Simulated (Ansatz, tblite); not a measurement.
Te₂Mo: GFN2-xTB, run from Python

These are simulated results from tblite 0.8.0, not measurements. The cell was built from a prototype and was relaxed with r2SCAN in plane waves (Ansatz 0.2.0). It may be hypothetical. It is a single sheet, repeated along a and b, with vacuum along c. All runs are without spin polarisation.

The sheet's in-plane cell has a = 3.561 Å, b = 3.561 Å (γ = 120.0°), and its outermost atoms lie 3.58 Å apart along the normal. Around Mo lie 6 Te at 2.73 Å; around Te lie 3 Mo at 2.73 Å.

tblite solves periodic systems at the zone centre alone, so the script builds a cluster of 3×3×1 conventional cells (27 atoms), which folds in a coarse mesh of k points.

Input script:

```python
import json
from ase import Atoms
from ase.build import make_supercell
from ase.units import Bohr, GPa, Hartree
from tblite.interface import Calculator

atoms = Atoms(['Mo', 'Te', 'Te'],
              cell=[[3.56136147, 0.0, 0.0], [-1.78068073, 3.0842295, 0.0], [0.0, 0.0, 31.53418256]],
              scaled_positions=[[0.333333333, 0.666666667, 0.285404576], [0.666666667, 0.333333333, 0.342137729], [0.666666667, 0.333333333, 0.228671423]],
              pbc=True)
cluster = make_supercell(atoms, [[3, 0, 0], [0, 3, 0], [0, 0, 1]])
calc = Calculator('GFN2-xTB', cluster.numbers, cluster.positions / Bohr, lattice=cluster.cell[:] / Bohr, periodic=cluster.pbc)
calc.set('temperature', 0.02 / Hartree)
calc.set('max-iter', 150)
res = calc.singlepoint()
levels = res.get('orbital-energies') * Hartree
nv = round(res.get('orbital-occupations').sum() / 2)
cells = len(cluster) // len(atoms)
out = {'energy_per_cell': res.get('energy') * Hartree / cells, 'homo': levels[nv - 1], 'lumo': levels[nv],
       'stress': (-res.get('virial') * Hartree / cluster.get_volume() / GPa).tolist(), 'charges': res.get('charges')[:len(atoms)].tolist(), 'electrons': 2 * nv / cells}
json.dump(out, open('results.json', 'w'))
for key, value in out.items():
    print(key, value)
```

Command: `python run.py`. It took 1.8 s on 1 thread of Intel(R) Xeon(R) Platinum 8488C (Sapphire Rapids), with other jobs on the host, peak memory 0.092 GiB.

What it printed:

```
------------------------------------------------------------
  cycle        total energy    energy error   density error
------------------------------------------------------------
      1     -76.00472469593  -7.6198615E+01   5.9029413E-01
      2     -74.03570112356   1.9690236E+00   1.1020117E+00
      3     -75.90305578061  -1.8673547E+00   2.5019432E-01
      4     -69.96729280056   5.9357630E+00   5.2089035E-01
      5     -76.28470120795  -6.3174084E+00   1.1019035E-01
      6     -76.04470491303   2.3999629E-01   1.1207375E-01
      7     -76.35690624757  -3.1220133E-01   1.5262837E-02
      8     -76.34423727626   1.2668971E-02   2.2257817E-02
      9     -76.35712786651  -1.2890590E-02   7.6832454E-03
     10     -76.35742674680  -2.9888028E-04   6.0957664E-03
     11     -76.35761609872  -1.8935192E-04   4.8400317E-03
     12     -76.35772572476  -1.0962605E-04   3.6541962E-03
     13     -76.35780037180  -7.4647035E-05   7.3982323E-04
     14     -76.35780858189  -8.2100946E-06   5.1097450E-04
     15     -76.35781029016  -1.7082641E-06   3.7516276E-04
     16     -76.35781101685  -7.2669469E-07   1.2700791E-04
     17     -76.35781103992  -2.3066860E-08   7.2644476E-05
     18     -76.35781104661  -6.6926162E-09   3.3904384E-05
     19     -76.35781104197   4.6407678E-09   4.2406819E-05
     20     -76.35781104267  -7.0177464E-10   1.7329394E-05
------------------------------------------------------------

 total:                                   1.091 sec
energy_per_cell -230.86687469531444
homo -10.677279854832785
lumo -9.86156072360621
stress [[-2.170524171751273, -1.5478495248031844e-05, -8.952373828016023e-12], [-1.5478495248062984e-05, -2.1705422594713464, 1.3806315864067613e-11], [-8.95238146237103e-12, 1.3806331123487174e-11, -0.013974892384781494]]
charges [-0.3787623146687704, 0.18938403879317295, 0.18938341434297656]
electrons 18.0
```

The cycle table is in hartree for the whole cluster, and the lines after it are in eV (the energy for one cell). The printed stress is in GPa and positive in compression, and the pressure is its mean diagonal, here averaged over the vacuum too.

GFN2-xTB gives a gap of 0.82 eV. On the same cell, plane-wave PBE (Ansatz, 12×12×1 k points and the special points) gives a gap of 1.05 eV and r2SCAN a gap of 1.12 eV; on shared hosts these took about 17 and 38 core-seconds on the 3-atom cell, against 1.8 for the script. Spin-orbit coupling, left out in all these runs, can cut or reorder the gap by tenths of an eV, up to about 1 eV with Pb or Bi. xTB was fitted to molecules, so gaps, charges and pressures of solids can be far off, and the gap also depends on the size of the cluster.

xTB was fitted mostly to molecules, and a small cluster samples few k points, so gaps, pressures and kinks along a curve can be far from a solid's.

Spin-orbit coupling is left out, which matters wherever the heavy atoms make up the band edges.
